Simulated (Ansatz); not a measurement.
# Lattice dynamics of (GaP)1(CuCl)2 [001] superlattice, started as zinc blende

How does (GaP)1(CuCl)2 [001] superlattice, started as zinc blende vibrate, and is this structure a minimum?

Method: DFT PBEsol, scalar-relativistic, plane waves, PAW, in Ansatz 0.2.0.

The structure was built from a prototype and need not be the compound's stable phase.

## Step 1: The structure

The structure is orthorhombic, space group Imm2 (No. 44). The conventional cell has a = 3.835 Å, b = 3.835 Å, c = 16.270 Å, α = 90.00°, β = 90.00°, γ = 90.00°. Nearest to Cl lie 4 Cu at 2.35 Å. Nearest to Cl lie 2 Cu at 2.35 Å and 2 Ga at 2.35 Å. Cu has 2 P at 2.35 Å and 2 Cl at 2.35 Å nearest. Nearest to Cu lie 4 Cl at 2.35 Å. Ga has 2 P at 2.35 Å and 2 Cl at 2.35 Å nearest. Nearest to P lie 2 Cu at 2.35 Å and 2 Ga at 2.35 Å. Farther neighbours and most contacts between anions are not listed.

Coordinates:

```cif
data_structure
_symmetry_space_group_name_H-M 'P 1'
_symmetry_Int_Tables_number 1
_cell_length_a 3.8349
_cell_length_b 3.8349
_cell_length_c 8.5750
_cell_angle_alpha 102.921
_cell_angle_beta 77.079
_cell_angle_gamma 90.000
_cell_volume 119.64
loop_
_atom_site_label
_atom_site_type_symbol
_atom_site_fract_x
_atom_site_fract_y
_atom_site_fract_z
_atom_site_occupancy
Cl1 Cl 0.75000 0.75000 0.50000 1
Cl2 Cl 0.08333 0.41667 0.83333 1
Cu3 Cu 0.33333 0.66667 0.33333 1
Cu4 Cu 0.66667 0.33333 0.66667 1
Ga5 Ga 0.00000 0.00000 0.00000 1
P6 P 0.41667 0.08333 0.16667 1
```

## Step 2: Rough relaxation

A rough relaxation comes first, because large forces or stress need no tight tolerances yet.

The input, input.yaml:

```yaml
crystal:
  lattice:
    - [2.71167, 2.71167, 0.0]
    - [-2.71167, 2.71167, 0.0]
    - [2.71167, 0.0, 8.135]
  atoms:
    - { symbol: Cl, position: [0.75, 0.75, 0.5] }
    - { symbol: Cl, position: [0.083333, 0.416667, 0.833333] }
    - { symbol: Cu, position: [0.333333, 0.666667, 0.333333] }
    - { symbol: Cu, position: [0.666667, 0.333333, 0.666667] }
    - { symbol: Ga, position: [0.0, 0.0, 0.0] }
    - { symbol: P, position: [0.416667, 0.083333, 0.166667] }
kpoints:
  mp_grid: { grid: [6, 6, 6] }
hamiltonian:
  xc: pbesol
scf:
  occupations: { method: gaussian, width: 0.1 }
output:
  forces: true
  stress: true
  eigenvalues: true
relax:
  adjacent_minimum: "off"
  f_tol: 0.05
  max_steps: 80
  cell: { stress_tol: 0.5 }
```

Command:

```sh
> ansatz run input.yaml --threads 8 --pin off --max-ram 14336MiB --backend cpu --events-out ev --progress --plain --runs-dir out
```

Numbers of over 12 decimals in the logs are rounded to 6 here.

What it wrote:

```text
[...]
- [2.715618, 2.715618, 0]
    - [-2.842176, 2.842176, 0]
    - [2.778897, -0.063279, 7.672028]
  atoms:
    - { symbol: Cl, position: [0.744839, 0.755161, 0.510323] }
    - { symbol: Cl, position: [0.088588, 0.411412, 0.822825] }
    - { symbol: Cu, position: [0.349108, 0.650892, 0.301784] }
    - { symbol: Cu, position: [0.676753, 0.323247, 0.646494] }
    - { symbol: Ga, position: [-0.015864, 0.015864, 0.031729] }
    - { symbol: P, position: [0.406577, 0.093423, 0.186846] }
[key lines of the parts left out:]
SCF converged after 7 iterations
Free energy (F): -19784.201939 eV
Fermi energy:    7.719867 eV
P = ⅓ Tr σ = 0.0256 GPa (0.256 kbar)
```

Run time: 53 s. Hardware: 8 threads of Arm Neoverse N1, shared host; peak memory 0.67 GiB; 6.7 min of CPU time.

Step by step:

| step | energy less that of the first step (eV) | largest force component (eV/Å) | pressure (GPa) | volume (Å³) |
| --- | --- | --- | --- | --- |
| 1 | 0.0000 | 2.1986 | -1.37 | 119.64 |
| 2 | -0.3527 | 1.0971 | -0.65 | 118.24 |
| 3 | -0.5582 | 0.2762 | 0.78 | 116.75 |
| 4 | -0.5813 | 0.1012 | -0.03 | 118.58 |
| 5 | -0.5853 | 0.0515 | -0.07 | 118.66 |
| 6 | -0.5864 | 0.0142 | 0.02 | 118.43 |
| 7* | -0.5864 | 0.0142 | 0.03 | 118.43 |

Relaxation steps marked * repeat the geometry before them on a plane-wave basis chosen anew for their cell, so energy and pressure can jump there.

The run keeps the 4 symmetry operations that it works with, so distortions that break them were not tested.

| conventional cell, symmetrised | before | after | change |
| --- | --- | --- | --- |
| a (Å) | 3.835 | 3.840 | +0.1 % |
| b (Å) | 3.835 | 4.019 | +4.8 % |
| c (Å) | 16.270 | 15.344 | -5.7 % |
| volume (Å³/atom) | 19.94 | 19.74 | -1.0 % |

The atoms that moved most (Å, as changes of fractional coordinates times the final cell):

| atom | dx | dy | dz | length |
| --- | --- | --- | --- | --- |
| Ga5 | 0.000 | 0.000 | 0.243 | 0.243 |
| Cu3 | 0.000 | 0.000 | -0.242 | 0.242 |
| P6 | 0.000 | 0.000 | 0.155 | 0.155 |
| Cu4 | 0.000 | 0.000 | -0.155 | 0.155 |
| Cl2 | 0.000 | 0.000 | -0.081 | 0.081 |
| Cl1 | 0.000 | 0.000 | 0.079 | 0.079 |

The relaxed structure:

```xyz
6
Lattice="2.7156 2.7156 0.0000 -2.8422 2.8422 0.0000 2.7789 -0.0633 7.6720" Properties=species:S:1:pos:R:3 pbc="T T T"
Cl    1.2945    4.1367    3.9152
Cl    1.3578    1.3578    6.3127
Cu   -0.0633    2.7789    2.3153
Cu    2.7156    2.7156    4.9599
Ga    0.0000    0.0000    0.2434
P     1.3578    1.3578    1.4335
```

Numbers from this step:

```
pressure           : 0.02564 GPa
volume per atom    : 19.74 Å³
gap on the k-mesh  : 0.1604 eV
direct gap on mesh : 0.1604 eV
```

In this step the volume went from 19.94 to 19.74 Å³/atom.

## Step 3: Relaxation

The cell and atoms are relaxed, since residual forces and stress would shift the frequencies.

The input, input.yaml:

```yaml
crystal:
  lattice:
    - [2.7156183523, 2.7156183523, 0.0]
    - [-2.8421760908, 2.8421760908, 0.0]
    - [2.7788972216, -0.0632788692, 7.6720279709]
  atoms:
    - { symbol: Cl, position: [0.7448386148, 0.7551613852, 0.5103227704] }
    - { symbol: Cl, position: [0.0885875509, 0.4114124491, 0.8228248982] }
    - { symbol: Cu, position: [0.3491079239, 0.6508920761, 0.3017841522] }
    - { symbol: Cu, position: [0.6767531118, 0.3232468882, 0.6464937764] }
    - { symbol: Ga, position: [-0.0158644437, 0.0158644437, 0.0317288874] }
    - { symbol: P, position: [0.4065772423, 0.0934227577, 0.1868455153] }
kpoints:
  mp_grid: { grid: [8, 8, 8] }
hamiltonian:
  xc: pbesol
scf:
  occupations: { method: gaussian, width: 0.01 }
output:
  forces: true
  stress: true
  eigenvalues: true
relax:
  adjacent_minimum: "off"
  f_tol: 0.005
  max_steps: 80
  cell: { stress_tol: 0.05 }
```

What it wrote:

```text
[...]
Crystal: 6 atoms, lattice volume = 118.429 Å³
Basis set: ecut = 420 eV, 2341 PW (Γ), exchange–correlation on 54×54×120 points (8 copies of the dense FFT grid, shifted against one another)
Bands: 42, of which v1, the nominal top of the filled ones, is band 35 counted from 1 (34 counted from 0)
Symmetry: 4 space group operations
[...]
k-points: 95 of 512 (time reversal used)
[...]
- [2.716118, 2.716118, -1.7701466456155612e-11]
    - [-2.842922, 2.842922, 0]
    - [2.779520, -0.063402, 7.671050]
  atoms:
    - { symbol: Cl, position: [0.744982, 0.755018, 0.510036] }
    - { symbol: Cl, position: [0.088617, 0.411383, 0.822767] }
    - { symbol: Cu, position: [0.349164, 0.650836, 0.301673] }
    - { symbol: Cu, position: [0.676879, 0.323121, 0.646243] }
    - { symbol: Ga, position: [-0.016025, 0.016025, 0.032050] }
    - { symbol: P, position: [0.406385, 0.093615, 0.187231] }
[key lines of the parts left out:]
SCF converged after 7 iterations
Free energy (F): -19784.206470 eV
Fermi energy:    7.704814 eV
P = ⅓ Tr σ = 0.0019 GPa (0.019 kbar)
```

It took 55 s on 8 threads; peak memory 0.81 GiB; 7.2 min of CPU time.

Little changed from the start: no atom moved by 0.005 Å and no cell edge by 0.1 %.

Numbers from this step:

- pressure: 0.001890 GPa
- gap on the k-mesh: 0.1608 eV
- direct gap on mesh: 0.1608 eV

In this step the volume went from 19.74 to 19.74 Å³/atom.

## Step 4: Relaxing to small forces for the phonons

Phonons need a cell at rest on their own settings, so the relaxation is repeated with tight tolerances on forces and stress on the k mesh and occupations of the first response run.

The input, input.yaml:

```yaml
crystal:
  lattice:
    - [2.716117991, 2.716117991, 0.0]
    - [-2.8429223391, 2.8429223391, 0.0]
    - [2.7795201651, -0.0634021741, 7.6710499397]
  atoms:
    - { symbol: Cl, position: [0.744981763, 0.755018237, 0.510036474] }
    - { symbol: Cl, position: [0.0886165655, 0.4113834345, 0.8227668691] }
    - { symbol: Cu, position: [0.349163601, 0.650836399, 0.3016727979] }
    - { symbol: Cu, position: [0.6768785583, 0.3231214417, 0.6462428834] }
    - { symbol: Ga, position: [-0.0160250321, 0.0160250321, 0.0320500643] }
    - { symbol: P, position: [0.4063845444, 0.0936154556, 0.1872309112] }
kpoints:
  mp_grid: { grid: [8, 8, 8] }
hamiltonian:
  xc: pbesol
scf:
  occupations: { method: gaussian, width: 0.01 }
output:
  forces: true
  stress: true
  eigenvalues: true
relax:
  adjacent_minimum: "off"
  f_tol: 0.001
  max_steps: 60
  cell: { stress_tol: 0.01 }
```

What it wrote:

```text
[...]
Crystal: 6 atoms, lattice volume = 118.467 Å³
Basis set: ecut = 420 eV, 2341 PW (Γ), exchange–correlation on 54×54×120 points (8 copies of the dense FFT grid, shifted against one another)
Bands: 42, of which v1, the nominal top of the filled ones, is band 35 counted from 1 (34 counted from 0)
[... 1 set-up line as in the run before ...]
[...]
k-points: 95 of 512 (time reversal used)
[...]
- [2.716132, 2.716132, 0]
    - [-2.843043, 2.843043, 1.853095312596659e-11]
    - [2.779587, -0.063455, 7.671422]
  atoms:
    - { symbol: Cl, position: [0.744955, 0.755045, 0.510090] }
    - { symbol: Cl, position: [0.088577, 0.411423, 0.822846] }
    - { symbol: Cu, position: [0.349193, 0.650807, 0.301614] }
    - { symbol: Cu, position: [0.676932, 0.323068, 0.646137] }
    - { symbol: Ga, position: [-0.016028, 0.016028, 0.032056] }
    - { symbol: P, position: [0.406372, 0.093628, 0.187257] }
[key lines of the parts left out:]
SCF converged after 7 iterations
Free energy (F): -19784.206473 eV
Fermi energy:    7.702822 eV
P = ⅓ Tr σ = -0.0009 GPa (-0.009 kbar)
```

The job ended after 57 s (8 threads; peak memory 0.81 GiB; 7.3 min of CPU time).

Little changed from the start: no atom moved by 0.005 Å and no cell edge by 0.1 %.

This step gave:

| Property | Result |
| --- | --- |
| pressure | -9.39e-4 GPa |
| gap on the k-mesh | 0.1611 eV |
| volume per atom | 19.75 Å³ |
| direct gap on mesh | 0.1611 eV |

The largest force component left is 0.36 meV/Å and the pressure is -0.001 GPa, within the tolerances set. The cell now holds 19.75 Å³/atom.

## Step 5: Linear response at the zone centre

The zone centre is the only wavevector solved here; it holds the modes that light can see, as far as symmetry allows. No field response is asked.

The input, input.yaml:

```yaml
crystal:
  lattice:
    - [2.7161320141, 2.7161320141, 0.0]
    - [-2.8430426615, 2.8430426615, 0.0]
    - [2.7795873378, -0.0634553237, 7.6714223477]
  atoms:
    - { symbol: Cl, position: [0.7449548937, 0.7550451063, 0.5100902126] }
    - { symbol: Cl, position: [0.0885770485, 0.4114229515, 0.8228459029] }
    - { symbol: Cu, position: [0.3491929581, 0.6508070419, 0.3016140837] }
    - { symbol: Cu, position: [0.6769315084, 0.3230684916, 0.6461369832] }
    - { symbol: Ga, position: [-0.0160280252, 0.0160280252, 0.0320560504] }
    - { symbol: P, position: [0.4063716165, 0.0936283835, 0.187256767] }
kpoints:
  mp_grid: { grid: [8, 8, 8] }
hamiltonian:
  xc: pbesol
scf:
  occupations: { method: gaussian, width: 0.01 }
output:
  eigenvalues: true
phonons:
  method: dfpt
```

What it wrote:

```text
Warning: crystal.symmetry: narrowed to the stabiliser of the run's FFT grids — unitary ops 4 → 1. A phonons.method: dfpt run fills in the rows of the dynamical matrix that it does not solve by its symmetry operations, which is exact only for operations that map its FFT grids onto themselves: filled in by any other, the frequencies could depend on the order in which like atoms are typed, or, by more than the grids' own error, on where the crystal sits among the grids' points. Excluded: 3 operations. The run can therefore solve more perturbations, solve them on more k-points, or both, and cost more. [rest of the remark cut]
[...]
Crystal: 6 atoms, lattice volume = 118.479 Å³
Basis set: ecut = 420 eV, 2341 PW (Γ), exchange–correlation on 54×54×120 points (8 copies of the dense FFT grid, shifted against one another)
Bands: 42, of which v1, the nominal top of the filled ones, is band 35 counted from 1 (34 counted from 0)
[... 1 set-up line as in the run before ...]
k-points: 260 of 512 (irreducible under 1 space group operation, time reversal used)
[...]
SCF iter   1: F=—  HF=-19784.233259 eV  |F-HF|=—  |Δ(HF+E_count)|=         —  Δρ=1.09e-2  dr2=1.04e-1  ethr=1.77e-3  ⟨swp⟩=7.0  Hψ=46787  notcnv=0
[...]
SCF iter  17: F=-19784.206473 eV  HF=-19784.206473 eV  |F-HF|=3.64e-12  |Δ(HF+E_count)|=  3.64e-12  Δρ=2.24e-8  dr2=4.80e-13  ethr=1.00e-12  ⟨swp⟩=11.3  Hψ=54636  notcnv=0
SCF 1 converged in 17 iterations: F = -19784.206473 eV  dr2 = 4.80e-13
[...]
DFPT response loops at Γ: preconditioner auto → Resta (q_TF=auto, 2.499 Å⁻¹)  ε∞=19.3 (no band partly filled); β = 1.00, the filter's whole step (`scf.mixing.beta` (0.50) is not read by the response loops at its default; to damp them type it under 1.00, their step now; it binds the ground state too); Broyden in place of MSR1
SCF converged after 17 iterations
Free energy (F): -19784.206473 eV
[...]
Internal energy: -19784.206473 eV  (E = F + TS)
E sigma→0 (E₀):  -19784.206473 eV
Fermi energy:    7.702822 eV
[...]
--- Band table (eV; the first three rows and the last of 260) ---
  k-point 0: bands = [... 31 lower, 6.4484, 6.8756, 7.0339, 7.4613, 7.8056, 9.3971, 10.3816, 10.6417, ... 3 higher]
  k-point 1: bands = [... 31 lower, 6.4652, 6.8537, 6.9350, 7.4356, 7.9733, 9.4049, 10.2983, 10.7447, ... 3 higher]
  k-point 2: bands = [... 31 lower, 6.5093, 6.7856, 6.7930, 7.3702, 8.3003, 9.4275, 10.1770, 10.9251, ... 3 higher]
  k-point 259: bands = [... 31 lower, 5.7789, 5.8898, 6.0807, 6.3178, 8.8742, 9.2154, 11.2964, 11.8418, ... 3 higher]
--- Phonons (Γ-DFPT): 18 representative perturbations + reference, on 260 of 512 k-points (Σ response iterations 68) ---
  ASR residual: 4.534e-5 → 0.000e0 eV/Å²; symmetrization residual: 5.803e-6 eV/Å²
  The last average, over the group as it would stand without the narrowing to the FFT grids, took up to 1.466e-5 eV/Å² of the zone centre's force constants
  ASR residual per site (eV/Å²): 2.71e-5 1.33e-5 1.70e-5 3.38e-5 4.53e-5 3.76e-5
  Γ frequencies (cm⁻¹): -20.55 0.00 0.00 0.00 39.89 48.73 56.46 98.88 101.28 113.28 138.35 173.69 175.82 222.64 259.79 324.04 390.72 432.69
  non-analytic LO–TO correction: not included (Born effective charges unavailable; polar crystals: no LO–TO splitting at Γ)
```

Elapsed: 12 min, on 8 threads; peak memory 4.2 GiB; 87 min of CPU time.

Reading the cycles: dr2 is the Hartree energy of the density residual (eV), the measure of convergence; HF is the Harris–Foulkes estimate of the energy, which meets the free energy F at convergence.

Numbers from this step:

| Property | Result |
| --- | --- |
| sum-rule residual before enforcement | 4.53e-5 eV/Å² |
| point group | mm2 |
| highest optical mode at the zone centre (no LO-TO term) | 432.7 cm⁻¹ |
| lowest optical zone-centre mode | -20.55 cm⁻¹ |

Without the LO-TO term. Patterns of degenerate modes are one choice out of their space. Modes at Γ, with each element's share of the kinetic energy (negative means imaginary):

| mode | frequency (cm⁻¹) | symmetry | Cl % | Cu % | Ga % | P % |
| --- | --- | --- | --- | --- | --- | --- |
| 1 | -20.6 | B2 | 6 | 13 | 76 | 5 |
| 2 | 0.0 | acoustic | 24 | 43 | 23 | 10 |
| 3 | 0.0 | acoustic | 24 | 43 | 23 | 10 |
| 4 | 0.0 | acoustic | 24 | 43 | 23 | 10 |
| 5 | 39.9 | B1 | 4 | 94 | 1 | 0 |
| 6 | 48.7 | B1 | 11 | 50 | 28 | 11 |
| 7 | 56.5 | B2 | 13 | 74 | 0 | 13 |
| 8 | 98.9 | A1 | 1 | 85 | 9 | 5 |
| 9 | 101.3 | B1 | 72 | 2 | 20 | 5 |
| 10 | 113.3 | B2 | 81 | 17 | 0 | 2 |
| 11 | 138.3 | A1 | 35 | 57 | 8 | 1 |
| 12 | 173.7 | A1 | 51 | 10 | 36 | 3 |
| 13 | 175.8 | B1 | 88 | 12 | 0 | 0 |
| 14 | 222.6 | A1 | 88 | 4 | 4 | 4 |
| 15 | 259.8 | B2 | 76 | 24 | 0 | 0 |
| 16 | 324.0 | A1 | 2 | 1 | 19 | 77 |
| 17 | 390.7 | B2 | 0 | 29 | 0 | 70 |
| 18 | 432.7 | B1 | 0 | 0 | 27 | 73 |

Displacements in mode 1 (-20.6 cm⁻¹), the largest set to 1:
```
Cl1  0.29 -0.29  0.00
Cl2  0.28 -0.28  0.00
Cu3  0.34 -0.34  0.00
Cu4  0.26 -0.26  0.00
Ga5 -1.00  1.00  0.00
P6   0.36 -0.36  0.00
```

Displacements in mode 16 (324.0 cm⁻¹), the largest set to 1:
```
Cl1  0.00  0.00 -0.15
Cl2  0.00  0.00  0.05
Cu3  0.00  0.00 -0.09
Cu4  0.00  0.00  0.03
Ga5  0.00  0.00 -0.33
P6   0.00  0.00  1.00
```

Before it was imposed, the acoustic sum rule was missed by 4.5e-5 eV/Å². Small misses are needed for a sound result but don't prove that mesh and cutoff are converged. The lowest optical mode is imaginary, 20.6i cm⁻¹, so the energy falls along it.

## Step 6: Another isotope, element Cl, natural mass 35.45 amu

An isotope changes the mass and not the force constants, so no new electronic calculation is needed; the shifts show which modes move this element.

The same force constants with the mass of Cl changed from 35.450 to 36.966 u (phonopy, no LO-TO term). Both lists are sorted by frequency; levels can cross, so a row need not hold one and the same mode. Modes under 3 cm⁻¹ are left out. Isotope shifts, by row:

| q | rank | natural mass (cm⁻¹) | changed mass (cm⁻¹) |
| --- | --- | --- | --- |
| 0 0 0 | 1 | -20.55 | -20.52 |
| 0 0 0 | 5 | 39.89 | 39.86 |
| 0 0 0 | 6 | 48.73 | 48.62 |
| 0 0 0 | 7 | 56.46 | 56.3 |
| 0 0 0 | 8 | 98.88 | 98.87 |
| 0 0 0 | 9 | 101.3 | 99.77 |
| 0 0 0 | 10 | 113.3 | 111.4 |
| 0 0 0 | 11 | 138.3 | 137.3 |
| 0 0 0 | 12 | 173.7 | 171.9 |
| 0 0 0 | 13 | 175.8 | 172.6 |
| 0 0 0 | 14 | 222.6 | 218.6 |
| 0 0 0 | 15 | 259.8 | 255.7 |
| 0 0 0 | 16 | 324 | 323.9 |
| 0 0 0 | 17 | 390.7 | 390.7 |
| 0 0 0 | 18 | 432.7 | 432.7 |

A mode of this element alone would shift by -2.07 %. The highest zone-centre frequency without the field goes from 432.7 to 432.7 cm⁻¹ (-0.0 %).

## Step 7: Isotope substitution, element Cu, natural mass 63.546 amu

The same for Cu, from 63.55 to 64.93 u.

A mode of this element alone would shift by -1.07 %. The highest zone-centre frequency without the field goes from 432.7 to 432.7 cm⁻¹ (+0.0 %).

## Step 8: Another isotope, element Ga, natural mass 69.723 amu

The same for Ga, from 69.72 to 70.92 u.

The same force constants with the mass of Ga changed from 69.723 to 70.925 u (phonopy, no LO-TO term). Both lists are sorted by frequency; levels can cross, so a row need not hold one and the same mode. Modes under 3 cm⁻¹ are left out. Isotope shifts, by row:

| q | rank | natural mass (cm⁻¹) | changed mass (cm⁻¹) |
| --- | --- | --- | --- |
| 0 0 0 | 1 | -20.55 | -20.42 |
| 0 0 0 | 5 | 39.89 | 39.89 |
| 0 0 0 | 6 | 48.73 | 48.62 |
| 0 0 0 | 7 | 56.46 | 56.46 |
| 0 0 0 | 8 | 98.88 | 98.8 |
| 0 0 0 | 9 | 101.3 | 101.1 |
| 0 0 0 | 10 | 113.3 | 113.3 |
| 0 0 0 | 11 | 138.3 | 138.2 |
| 0 0 0 | 12 | 173.7 | 173.2 |
| 0 0 0 | 13 | 175.8 | 175.8 |
| 0 0 0 | 14 | 222.6 | 222.6 |
| 0 0 0 | 15 | 259.8 | 259.8 |
| 0 0 0 | 16 | 324 | 323.5 |
| 0 0 0 | 17 | 390.7 | 390.7 |
| 0 0 0 | 18 | 432.7 | 431.7 |

A mode of this element alone would shift by -0.85 %. The highest zone-centre frequency without the field goes from 432.7 to 431.7 cm⁻¹ (-0.2 %).

## Step 9: What came out

| Quantity | Value |
| --- | --- |
| space group after relaxation (within 0.01 Å) | Imm2 |
| volume per atom | 19.7 Å³ |
| gap on the k-mesh | 0.161 eV |
| highest optical mode at the zone centre (no LO-TO term) | 433 cm⁻¹ |
| lowest optical zone-centre mode | -20.6 cm⁻¹ |
| imaginary modes at Γ (the only wavevector solved) | yes |

**Reading.** A zone-centre mode is imaginary (20.6i cm⁻¹), so this structure is not a minimum of the energy. Without the field, the optical modes at Γ span -21 to 433 cm⁻¹ (negative means imaginary). No dispersion was computed. The highest mode in this list at Γ, 432.7 cm⁻¹, is mostly motion of P (73 % of the kinetic energy). The starting cell was built on a prototype and not taken from a measurement, so the phase need not exist. These are harmonic frequencies at zero temperature: anharmonic shifts, linewidths and thermal expansion are left out.

[Logs are printed without paths, hosts, clocks, repeated set-up lines and the standing remarks that a program may print on its own settings, such as how far it seeks lower states.]

[Hosts, paths, dates, database ids (printed as entryN), source tags and the programs' standing remarks are cut or masked in the printed files.]
